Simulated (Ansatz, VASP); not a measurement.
**One calculation of TiB2, two programs**

The input INCAR:

```
ALGO     = Normal         # electronic algorithm
EDIFF    = 1E-7           # SCF threshold, eV
ENCUT    = 520            # plane-wave cutoff, eV
GGA      = PE             # functional
ISIF     = 2              # what is computed and relaxed
ISMEAR   = 0              # smearing method
LASPH    = T              # aspherical terms in the spheres
LCHARG   = F              # write CHGCAR
LREAL    = F              # projectors in reciprocal space
LWAVE    = F              # write WAVECAR
NBANDS   = 16             # bands
NELM     = 100            # most SCF steps
PREC     = Accurate       # precision mode
SIGMA    = 0.15           # smearing width, eV
```

File KPOINTS:

```
k-points
0
Gamma
  18 18 16
```

The input POSCAR:

```
TiB2
1.0
    3.0733415878      0.0000000000      0.0000000000
   -1.5366707939      2.6615918895      0.0000000000
    0.0000000000      0.0000000000      3.1376664393
Ti B
1 2
Direct
    0.0000000000      0.0000000000      0.0000000000
    0.3333333333      0.6666666667      0.5000000000
    0.6666666667      0.3333333333      0.5000000000
```

Input for Ansatz:

```yaml
crystal:
  lattice:
    - [3.0733415878, 0.0, 0.0]
    - [-1.5366707939, 2.6615918895, 0.0]
    - [0.0, 0.0, 3.1376664393]
  atoms:
    - { symbol: Ti, position: [0.0, 0.0, 0.0] }
    - { symbol: B, position: [0.3333333333, 0.6666666667, 0.5] }
    - { symbol: B, position: [0.6666666667, 0.3333333333, 0.5] }
basis:
  ecutwfc: 420
kpoints:
  mp_grid: { grid: [18, 18, 16] }
hamiltonian:
  xc: pbe
scf:
  occupations: { method: gaussian, width: 0.15 }
output:
  forces: true
  stress: true
  eigenvalues: true
  write_density: true
  write_potential: true
  elf: true
  volumetric_format: npy
```

Alike in both runs: task single point; functional PBE; k mesh 18 × 18 × 16; occupations gaussian, width 0.15 eV; no spin polarisation.

|  | VASP | Ansatz |
| --- | --- | --- |
| version | VASP 6.6.1 | Ansatz 0.2.0 |
| potentials or method | VASP PAW PBE potentials, release 64 (Ti_sv, B) | scalar-relativistic, plane waves, PAW |
| plane-wave cutoff (eV) | 520 | 420 |
| valence electrons in the cell | 18 | 18 |

Ansatz gave:

```
gap on the k mesh at the Fermi level (eV)       : none
pressure (GPa)                                  : -1.2
largest component of the traceless stress (GPa) : 10.81
```

Q: Estimate VASP's values.

A: gap on the k mesh at the Fermi level (eV): none; pressure (GPa): -1.1; largest component of the traceless stress (GPa): 10.81.

A gap of «none» marks a metal or a gap that the smearing closes.
